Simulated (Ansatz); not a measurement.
System: wurtzite BeO. Method: PBEsol-D3(BJ) (plane waves, PAW; Ansatz, a first-principles code).

Numerical settings: plane-wave cutoff 520 eV, 18×18×8 k mesh (along the axes of the cell as run), Fermi–Dirac smearing 0.01 eV, scalar-relativistic PAW data made under PBE.

Shape and atoms are relaxed at each volume.

Pressure at four volumes; x = ln(V/6.749 Å³). One pressure is withheld.

```tsv
V (Å³/atom)	x	P (GPa)
6.479	-0.0408	9.88
6.749	0.0000	0.00
6.884	0.0198	-4.27
7.019	0.0392	?
```

Task: Pass a parabola P(x) through the three rows shown, estimate the bulk modulus and its pressure derivative near zero pressure, and predict the withheld pressure.

Result: Slopes between the rows: (0.00 − (9.88))/(0.0000 − (-0.0408)) = -242.16 and (-4.27 − (0.00))/(0.0198 − (0.0000)) = -215.66 GPa. Their difference over the span 0.0606 is c = 26.50/0.0606 = 437.3 GPa, so P(x) = 9.88 + (-242.16)(x − (-0.0408)) + 437.3 (x − (-0.0408))(x − (0.0000)). At the middle row B = −dP/dx = −[-242.16 + 437.3 × 0.0408] = 224.3 GPa, and B′ = dB/dP = 2c/B = 3.9. At x = 0.0392 the parabola gives -8.12 GPa; the run gives -8.17 GPa. The Birch–Murnaghan fit to the energies at all volumes has B0 = 224 GPa and B′ = 3.7.

Measured, for comparison: bulk modulus 212 GPa (room temperature, no zero-point or thermal correction, K' fixed at 4, our sources range from 212 to 224; as tabulated in High-pressure and high-temperature crystal chemistry of beryllium oxide (Scilit …). Computed (rounded) less measured: bulk modulus +6 % (inside the range of the sources held).

Note: the bulk modulus comes from volumes at which shape and atoms were relaxed.
